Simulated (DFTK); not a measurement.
# HgSe under changes of volume

One of the cells (28.067 Å³/atom); the others are scaled copies at fixed shape and fractional positions:

```
Hg Se
1.0
     0.00000    3.03900    3.03900
     3.03900    0.00000    3.03900
     3.03900    3.03900    0.00000
Hg Se
1 1
Cartesian
  0.0000 0.0000 0.0000
  4.5585 4.5585 4.5585
```

* Program: DFTK 0.8.2
* Functional: BLYP
* Potentials or basis: dojo.nc.sr.pbe.v0_4_1.standard.upf (PBE)
* Cutoff: 1170 eV
* k mesh: 5 × 5 × 5
* Occupations: fermi-dirac, width 0.05 eV
* Spin: no spin polarisation

```csv
volume (Å³/atom),energy over the lowest point (meV/atom),pressure (GPa)
26.383,178.77,13.4
26.944,135.22,11.5
27.505,?,?
28.067,66.35,8.3
28.628,39.82,6.9
29.189,17.85,5.6
29.751,0.00,4.5
```

Question: What does the run at 27.505 Å³/atom give?

Answer: Energy over the lowest point 97.96 meV/atom; pressure 9.8 GPa.

Worked out: A Birch-Murnaghan fit of order 3 (a polynomial in V^(-2/3)) to the other rows has no minimum within the range. It gives 97.99 meV/atom at 27.505 Å³/atom, against the run's 97.96, and -dE/dV = 9.8 GPa, against 9.8.

Energies are extrapolated to zero smearing.

Caveats: some runs use coarse meshes; the potentials were made for another functional, which shifts forces and pressure.
